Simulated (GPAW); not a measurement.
HfC: changing the functional

Space group P6_3/mmc (No. 194). a = 3.343 Å, b = 3.343 Å, c = 5.203 Å, α = 90.00°, β = 90.00°, γ = 120.00°
```
atom  site  symmetry       x       y       z
  Hf    2c      -6m2  0.3333  0.6667  0.2500
   C    2a      -3m.  0.0000  0.0000  0.5000
```

The cell comes from a database or a generator and needn't be the stable form of this composition.

Kept alike: task band structure; k mesh 7 × 7 × 4; occupations fermi-dirac, width 0.05 eV; no spin polarisation. Program: GPAW, potentials by row: the program's PAW data sets (release 1.2.1) made for this functional (LDA); PAW data sets generated for this functional (PBEsol); GPAW PAW data sets (gpaw-data 1.2.1) (r2SCAN on files made for PBE), cutoff 800 eV. The mesh is that of the run's cell of 4 atoms. No spin-orbit coupling.

| run | pressure (GPa) |
| --- | --- |
| A | -6.33 |
| B | -12.18 |
| C | -1.67 |

Pressure is positive in compression; the values hold the error of the finite cutoff, so their zero can differ a little from the energy's minimum. For a metal such a mesh leaves the last digits unconverged.

Task: The runs differ in the functional (and the potentials named above) alone: LDA; PBEsol; r2SCAN. Which run is which?

Result: Run A is PBEsol; run B is LDA; run C is r2SCAN. The pressure runs from -12.18 (LDA) to -1.67 GPa (r2SCAN). A positive pressure means that the functional's own cell is larger than the one given, a negative one that it is smaller.
